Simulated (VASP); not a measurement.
# SnTe (F-43m) in VASP: notebook

One crystal, SnTe, is run at these levels: PBE; tasks: single point.

Everything below comes from runs of VASP 6.6.1. Logs are shortened: lines on timing, memory, paths and dates and some standing lists are left out, and cuts for length are marked.

## Step 1: Starting point

Symmetry: F-43m, No. 216, cubic system. Conventional cell: a = 7.222 Å, b = 7.222 Å, c = 7.222 Å, α = 90.00°, β = 90.00°, γ = 90.00°. Around Te (site symmetry -43m) lie 4 Sn at 3.13 Å. Sn (site symmetry -43m) is surrounded by 4 Te at 3.13 Å.

Measurements of this composition are mostly on another form, of space group No. 225.

## Step 2: Single point, PBE, spin-orbit coupling, no magnetisation

The input, INCAR:

```
ALGO = Normal ; EDIFF = 1E-7
ENCUT = 400 ; GGA = PE
GGA_COMPAT = False ; ISIF = 2
ISMEAR = 0 ; LASPH = True
LCHARG = False ; LORBIT = 11
LREAL = False ; LSORBIT = True
LWAVE = False ; MAGMOM = 0 0 0 0 0 0
NBANDS = 36 ; NELM = 100
PREC = Accurate ; SIGMA = 0.02
```

The input, KPOINTS:

```
k-points
0
Gamma
  6 6 6
```

The input, POSCAR:

```
SnTe
1.0
    0.0000000000      3.6111460000      3.6111460000
    3.6111460000      0.0000000000      3.6111460000
    3.6111460000      3.6111460000      0.0000000000
Te Sn
1 1
Direct
    0.2500000000      0.2500000000      0.2500000000
    0.0000000000      0.0000000000      0.0000000000
```

Potentials or basis: VASP PAW PBE potentials, release 64 (Te, Sn_d).

On the command line:

```sh
cat potpaw_PBE.64/Te/POTCAR potpaw_PBE.64/Sn_d/POTCAR > POTCAR
mpirun -np 1 vasp_ncl > vasp.out
```

OUTCAR:

```text
EDIFF = 1E-7
   ENCUT = 400
   GGA = PE
   ISIF = 2
   ISMEAR = 0
   LASPH = True
   LORBIT = 11
   LREAL = False
   LSORBIT = True
   NELM = 100
   PREC = Accurate

 Found     22 irreducible k-points:

 Following reciprocal coordinates:
            Coordinates               Weight
  0.000000  0.000000  0.000000      1.000000
  0.166667  0.000000  0.000000      4.000000
 -0.166667  0.000000  0.000000      4.000000
  0.333333  0.000000  0.000000      4.000000
 -0.333333  0.000000  0.000000      4.000000
  0.500000  0.000000  0.000000      4.000000
   k-points           NKPTS =     22   k-points in BZ     NKDIM =     22   number of bands    NBANDS=     36
   number of dos      NEDOS =    301   number of ions     NIONS =      2
   total plane-waves  NPLWV =  46656
   dimension x,y,z NGX =    36 NGY =   36 NGZ =   36
   dimension x,y,z NGXF=    72 NGYF=   72 NGZF=   72
   ions per type =               1   1
   NGX,Y,Z   is equivalent  to a cutoff of  11.72, 11.72, 11.72 a.u.
   NGXF,Y,Z  is equivalent  to a cutoff of  23.44, 23.44, 23.44 a.u.
 SYSTEM =  unknown system
   PREC   = accura    normal or accurate (medium, high low for compatibility)
   ISTART =      0    job   : 0-new  1-cont  2-samecut
   ICHARG =      2    charge: 1-file 2-atom 10-const
   ISPIN  =      1    spin polarized calculation?
   LNONCOLLINEAR =      T non collinear calculations
   LSORBIT =      T    spin-orbit coupling
   LASPH  =      T    aspherical Exc in radial PAW
   ENCUT  =  400.0 eV  29.40 Ry    5.42 a.u.   8.33  8.33  8.33*2*pi/ulx,y,z
   NELM   =    100;   NELMIN=  2; NELMDL= -5     # of ELM steps
   EDIFF  = 0.1E-06   stopping-criterion for ELM
   LREAL  =      F    real-space projection
   EDIFFG = 0.1E-05   stopping-criterion for IOM
   NSW    =      0    number of steps for IOM
   IBRION =     -1    ionic relax: 0-MD 1-quasi-New 2-CG
   NFREE  =      0    steps in history (QN), initial steepest desc. (CG)
   ISIF   =      2    stress and relaxation
   ISYM   =      2    0-nonsym 1-usesym 2-fastsym
   POTIM  = 0.5000    time-step for ionic-motion
   TEBEG  =    0.0;   TEEND  =   0.0 temperature during run
   PSTRESS=    0.0 pullay stress
   NELECT =      20.0000    total number of electrons
   NUPDOWN=      -1.0000    fix difference up-down
   EMIN   =  10.00;   EMAX   =-10.00  energy-range for DOS
   EFERMI =   0.00;   METHOD = LEGACY
   ISMEAR =     0;   SIGMA  =   0.02  broadening in eV -4-tet -1-fermi 0-gaus
   EFERMI_NEDOS =   21; number of points for ismear=-14 and -15
   IALGO  =     38    algorithm
   IMIX   =      4    mixing-type and parameters
     AMIX     =   0.40;   BMIX     =  1.00
     AMIX_MAG =   1.60;   BMIX_MAG =  1.00
  volume/ion in A,a.u.               =      47.09       317.78
  Fermi-wavevector in a.u.,A,eV,Ry     =   0.976704  1.845704 12.979296  0.953951
  Thomas-Fermi vector in A             =   2.107344
   LORBIT       =     11    0 simple, 1 ext, 2 COOP (PROOUT), +10 PAW based schemes
   GGA     = PE    functional components
   LHFCALC =     F    Hartree Fock is set to
   AEXX    =    0.0000 exact exchange contribution
   IVDW    =     0    specifies the selected vdW correction
   LEPSILON=     F    determine dielectric tensor
   LRPA    =     F    only Hartree local field effects (RPA)
 Gauss-broadening in eV      SIGMA  =   0.02
  energy-cutoff  :      400.00
  volume of cell :       94.18
 maximum number of plane-waves:      3448
 NGX is ok and might be reduce to    36
   NGX = 17   NGY = 17   NGZ = 17

 number of electron      19.9999988 magnetization      -0.0000000      0.0000000     -0.0000000

 number of electron      19.9999988 magnetization       0.0000000      0.0000000     -0.0000000

 number of electron      19.9999988 magnetization      -0.0000000     -0.0000000     -0.0000000

 number of electron      19.9999988 magnetization       0.0000000      0.0000000      0.0000000

 Free energy of the ion-electron system (eV)
  ---------------------------------------------------
  ext. energy  EPLUGINS =         0.00000000
  ---------------------------------------------------
  free energy    TOTEN  =        -7.22590183 eV

  energy without entropy =       -7.22589473  energy(sigma->0) =       -7.22589828

 E-fermi :   3.2577     XC(G=0):  -7.4430

 val. band max:        3.2155157092   @ k =  -0.3333   0.5000   0.1667
 cond. band min:       3.2967840904   @ k =   0.5000   0.5000   0.0000
 fundamental gap:      0.0812683812
 Fermi energy:         3.2576981769

 k-point     1 :       0.0000    0.0000    0.0000
  band No.  band energies     occupation
      1     -19.2170      1.00000
      2     -19.2170      1.00000
      3     -19.2170      1.00000
      4     -19.2170      1.00000
      5     -18.1841      1.00000
      6     -18.1841      1.00000
[... 24 lines left out ...]
     31       9.6183      0.00000
     32       9.6183      0.00000

 k-point     2 :       0.1667    0.0000    0.0000
  band No.  band energies     occupation
      1     -19.2171      1.00000
      2     -19.2170      1.00000
      3     -19.2170      1.00000
      4     -19.2168      1.00000
      5     -18.1840      1.00000
      6     -18.1840      1.00000
[... 24 lines left out ...]
     31       9.1177      0.00000
     32       9.1257      0.00000

 k-point     3 :      -0.1667    0.0000    0.0000
  band No.  band energies     occupation
      1     -19.2171      1.00000
      2     -19.2170      1.00000
      3     -19.2170      1.00000
      4     -19.2168      1.00000
      5     -18.1840      1.00000
      6     -18.1840      1.00000
[... 24 lines left out ...]
     31       9.1177      0.00000
     32       9.1257      0.00000

 k-point     4 :       0.3333    0.0000    0.0000
  band No.  band energies     occupation
      1     -19.2170      1.00000
      2     -19.2168      1.00000
      3     -19.2168      1.00000
      4     -19.2167      1.00000
      5     -18.1837      1.00000
      6     -18.1837      1.00000
[... 24 lines left out ...]
     31       9.2752      0.00000
     32       9.2876      0.00000

 k-point     5 :      -0.3333    0.0000    0.0000
  band No.  band energies     occupation
      1     -19.2170      1.00000
      2     -19.2168      1.00000
      3     -19.2168      1.00000
      4     -19.2167      1.00000
      5     -18.1837      1.00000
      6     -18.1837      1.00000
[... 24 lines left out ...]
     31       9.2752      0.00000
     32       9.2876      0.00000

 k-point     6 :       0.5000    0.0000    0.0000
  band No.  band energies     occupation
      1     -19.2168      1.00000
      2     -19.2168      1.00000
      3     -19.2167      1.00000
      4     -19.2167      1.00000
      5     -18.1835      1.00000
      6     -18.1835      1.00000
[... 24 lines left out ...]
     31      10.0461      0.00000
     32      10.0461      0.00000

 [... further k-points ...]

 [bands above 32 left out]

------------------------ aborting loop because EDIFF is reached ----------------------------------------

  FORCE on cell =-STRESS in cart. coord.  units (eV):
  Direction    XX          YY          ZZ          XY          YZ          ZX
  --------------------------------------------------------------------------------------
  -------------------------------------------------------------------------------------
  Total       -0.0105489     -0.0105489     -0.0105489     -0.0000000      0.0000000     -0.0000000
  in kB       -0.1794545     -0.1794545     -0.1794545     -0.0000000      0.0000000     -0.0000000
  external PRESSURE =      -0.1794545 kB  Pullay stress =       0.0000000 kB

 VOLUME and BASIS-vectors are now :
 -----------------------------------------------------------------------------
  energy-cutoff  :      400.00
  volume of cell :       94.18
      direct lattice vectors                 reciprocal lattice vectors
     0.000000000  3.611146000  3.611146000    -0.138460201  0.138460201  0.138460201
     3.611146000  0.000000000  3.611146000     0.138460201 -0.138460201  0.138460201
     3.611146000  3.611146000  0.000000000     0.138460201  0.138460201 -0.138460201

 POSITION                                       TOTAL-FORCE (eV/Angst)
 -----------------------------------------------------------------------------------
      1.80557      1.80557      1.80557        -0.000000     -0.000000      0.000000
      0.00000      0.00000      0.00000         0.000000      0.000000     -0.000000
 -----------------------------------------------------------------------------------
    total drift:                                0.000000      0.000000      0.000000

  FREE ENERGIE OF THE ION-ELECTRON SYSTEM (eV)
  ---------------------------------------------------
  free  energy   TOTEN  =        -7.2259018305 eV

  energy  without entropy=       -7.2258947251  energy(sigma->0) =       -7.22589828

 Spin-Orbit-Coupling matrix elements

 Ion:    1  E_soc:     -0.2236244
 l=   1
     0.0000000    -0.0372697    -0.0372697
    -0.0372697     0.0000000    -0.0372697
    -0.0372697    -0.0372697     0.0000000
 l=   2
     0.0000000     0.0000082     0.0000000     0.0000082    -0.0000093
     0.0000082     0.0000000    -0.0000070     0.0000082    -0.0000023
     0.0000000    -0.0000070     0.0000000    -0.0000070     0.0000000
     0.0000082     0.0000082    -0.0000070     0.0000000    -0.0000023
    -0.0000093    -0.0000023     0.0000000    -0.0000023     0.0000000
 l=   3
     0.0000000     0.0000000     0.0000000     0.0000000     0.0000000     0.0000000     0.0000000
     0.0000000     0.0000000     0.0000000     0.0000000     0.0000000     0.0000000     0.0000000
     0.0000000     0.0000000     0.0000000     0.0000000     0.0000000     0.0000000     0.0000000
     0.0000000     0.0000000     0.0000000     0.0000000     0.0000000     0.0000000     0.0000000
     0.0000000     0.0000000     0.0000000     0.0000000     0.0000000     0.0000000     0.0000000
     0.0000000     0.0000000     0.0000000     0.0000000     0.0000000     0.0000000     0.0000000
     0.0000000     0.0000000     0.0000000     0.0000000     0.0000000     0.0000000     0.0000000

 Ion:    2  E_soc:     -0.1046716
 l=   1
     0.0000000    -0.0113189    -0.0113189
    -0.0113189     0.0000000    -0.0113189
    -0.0113189    -0.0113189     0.0000000
 l=   2
     0.0000000    -0.0012417     0.0000000    -0.0012417    -0.0048846
    -0.0012417     0.0000000    -0.0036635    -0.0012417    -0.0012212
     0.0000000    -0.0036635     0.0000000    -0.0036635     0.0000000
    -0.0012417    -0.0012417    -0.0036635     0.0000000    -0.0012212
    -0.0048846    -0.0012212     0.0000000    -0.0012212     0.0000000
 l=   3
     0.0000000     0.0000000     0.0000000     0.0000000     0.0000000     0.0000000     0.0000000
     0.0000000     0.0000000     0.0000000     0.0000000     0.0000000     0.0000000     0.0000000
     0.0000000     0.0000000     0.0000000     0.0000000     0.0000000     0.0000000     0.0000000
     0.0000000     0.0000000     0.0000000     0.0000000     0.0000000     0.0000000     0.0000000
     0.0000000     0.0000000     0.0000000     0.0000000     0.0000000     0.0000000     0.0000000
     0.0000000     0.0000000     0.0000000     0.0000000     0.0000000     0.0000000     0.0000000
     0.0000000     0.0000000     0.0000000     0.0000000     0.0000000     0.0000000     0.0000000

 total charge

# of ion       s       p       d       tot
------------------------------------------
    1        1.391   1.955   0.016   3.362
    2        1.400   0.699   9.957  12.055
--------------------------------------------------
tot          2.791   2.654   9.973  15.418

 magnetization (x)

# of ion       s       p       d       tot
------------------------------------------
    1       -0.000  -0.000   0.000  -0.000
    2       -0.000  -0.000   0.000  -0.000
--------------------------------------------------
tot         -0.000  -0.000   0.000  -0.000

 magnetization (y)

# of ion       s       p       d       tot
------------------------------------------
    1        0.000   0.000  -0.000   0.000
    2       -0.000   0.000   0.000  -0.000
--------------------------------------------------
tot          0.000   0.000  -0.000   0.000

 magnetization (z)

# of ion       s       p       d       tot
------------------------------------------
    1       -0.000  -0.000  -0.000  -0.000
    2       -0.000   0.000   0.000  -0.000
--------------------------------------------------
tot         -0.000   0.000  -0.000  -0.000
```

Wall time 1.7 min (1 thread of Intel Xeon Platinum 8488C (Sapphire Rapids), shared host); peak memory 0.41 GiB.

The run converged, but some of its settings lie outside the range that counts as converged, so its numbers aren't taken as properties of the crystal.

What came out:

```
Free energy                                           : -7.2259 eV
Pressure                                              : 0.0 GPa
Valence electrons inside the program's atomic spheres : Te 3.36; Sn 12.05
```

## Step 3: Single point, PBE, spin-orbit coupling, no magnetisation

INCAR: that of step 2 with these lines changed.

```diff
@@ -1,2 +1,2 @@
-ALGO = Normal ; EDIFF = 1E-7
+ALGO = Normal ; EDIFF = 1E-4
 ENCUT = 400 ; GGA = PE
```

KPOINTS is that of step 2.

POSCAR is that of step 2.

Potentials or basis: VASP PAW PBE potentials, release 64 (Te, Sn_d).

On the command line:

```sh
cat potpaw_PBE.64/Te/POTCAR potpaw_PBE.64/Sn_d/POTCAR > POTCAR
mpirun -np 1 vasp_ncl > vasp.out
```

OUTCAR:

```text
EDIFF = 1E-4
   ENCUT = 400
   GGA = PE
   ISIF = 2
   ISMEAR = 0
   LASPH = True
   LORBIT = 11
   LREAL = False
   LSORBIT = True
   NELM = 100
   PREC = Accurate

 Found     22 irreducible k-points:

 Following reciprocal coordinates:
            Coordinates               Weight
  0.000000  0.000000  0.000000      1.000000
  0.166667  0.000000  0.000000      4.000000
 -0.166667  0.000000  0.000000      4.000000
  0.333333  0.000000  0.000000      4.000000
 -0.333333  0.000000  0.000000      4.000000
  0.500000  0.000000  0.000000      4.000000
   k-points           NKPTS =     22   k-points in BZ     NKDIM =     22   number of bands    NBANDS=     36
   number of dos      NEDOS =    301   number of ions     NIONS =      2
[... 359 lines left out ...]
     0.0000000     0.0000000     0.0000000     0.0000000     0.0000000     0.0000000     0.0000000
     0.0000000     0.0000000     0.0000000     0.0000000     0.0000000     0.0000000     0.0000000
     0.0000000     0.0000000     0.0000000     0.0000000     0.0000000     0.0000000     0.0000000
     0.0000000     0.0000000     0.0000000     0.0000000     0.0000000     0.0000000     0.0000000
     0.0000000     0.0000000     0.0000000     0.0000000     0.0000000     0.0000000     0.0000000
     0.0000000     0.0000000     0.0000000     0.0000000     0.0000000     0.0000000     0.0000000

 total charge

# of ion       s       p       d       tot
------------------------------------------
    1        1.391   1.956   0.016   3.363
    2        1.400   0.699   9.957  12.055
--------------------------------------------------
tot          2.791   2.654   9.973  15.418

 magnetization (x)

# of ion       s       p       d       tot
------------------------------------------
    1        0.000   0.000   0.000   0.000
    2       -0.000   0.000   0.000   0.000
--------------------------------------------------
tot          0.000   0.000   0.000   0.000

 magnetization (y)

# of ion       s       p       d       tot
------------------------------------------
    1        0.000   0.000   0.000   0.000
    2       -0.000   0.000   0.000   0.000
--------------------------------------------------
tot         -0.000   0.000   0.000   0.000

 magnetization (z)

# of ion       s       p       d       tot
------------------------------------------
    1       -0.000   0.000   0.000   0.000
    2       -0.000   0.000   0.000  -0.000
--------------------------------------------------
tot         -0.000   0.000   0.000   0.000
```

Wall time 2.3 min (1 thread of Intel Xeon Platinum 8488C (Sapphire Rapids), shared host); peak memory 0.41 GiB.

The run converged, but some of its settings lie outside the range that counts as converged, so its numbers aren't taken as properties of the crystal.

What came out:

| Item | Value |
| --- | --- |
| Free energy | -7.2259 eV |
| Pressure | 0.0 GPa |
| Valence electrons inside the program's atomic spheres | Te 3.36; Sn 12.05 |

## Step 4: Single point, PBE, spin-orbit coupling, no magnetisation

INCAR: that of step 3 with these lines changed.

```diff
@@ -1,2 +1,2 @@
-ALGO = Normal ; EDIFF = 1E-4
+ALGO = Normal ; EDIFF = 1E-7
 ENCUT = 400 ; GGA = PE
@@ -8,2 +8,2 @@
 NBANDS = 36 ; NELM = 100
-PREC = Accurate ; SIGMA = 0.02
+PREC = Normal ; SIGMA = 0.02
```

KPOINTS is that of step 3.

POSCAR is that of step 3.

On the command line:

```sh
cat potpaw_PBE.64/Te/POTCAR potpaw_PBE.64/Sn_d/POTCAR > POTCAR
mpirun -np 1 vasp_ncl > vasp.out
```

Run time: 2 min. Hardware: 1 thread of Intel Xeon Platinum 8488C (Sapphire Rapids), shared host; peak memory 0.29 GiB.

These settings aren't checked as converged: the numbers below hold their error.

Results:

- Free energy: -7.2259 eV
- Pressure: 0.0 GPa
- Valence electrons inside the program's atomic spheres: Te 3.36; Sn 12.05

## Step 5: Single point, PBE, spin-orbit coupling, no magnetisation

The input, INCAR:

```
ALGO = Normal ; EDIFF = 1E-7
ENCUT = 400 ; GGA = PE
GGA_COMPAT = False ; ISIF = 2
ISMEAR = 0 ; LASPH = False
LCHARG = False ; LORBIT = 11
LREAL = False ; LSORBIT = True
LWAVE = False ; MAGMOM = 0 0 0 0 0 0
NBANDS = 36 ; NELM = 100
PREC = Accurate ; SIGMA = 0.02
```

KPOINTS is that of step 4.

POSCAR is that of step 4.

On the command line:

```sh
cat potpaw_PBE.64/Te/POTCAR potpaw_PBE.64/Sn_d/POTCAR > POTCAR
mpirun -np 1 vasp_ncl > vasp.out
```

Run time: 3.5 min. Hardware: 1 thread of Intel Xeon Platinum 8488C (Sapphire Rapids), shared host; peak memory 0.41 GiB.

These settings aren't checked as converged: the numbers below hold their error.

Results:

| Property | Result |
| --- | --- |
| Free energy | -7.2257 eV |
| Pressure | 0.0 GPa |
| Valence electrons inside the program's atomic spheres | Te 3.36; Sn 12.05 |

## Step 6: For comparison

An earlier run on the cell as given: functional PBEsol; potentials or basis VASP PAW PBE potentials, release 64 (Te, Sn_d); cutoff 520 eV; k mesh 7 × 7 × 7; occupations fermi-dirac, width 0.05 eV; no spin polarisation.

* Pressure: -1.4 GPa
* Band gap on the k mesh: 0.28 eV, indirect (least direct gap 0.79 eV)
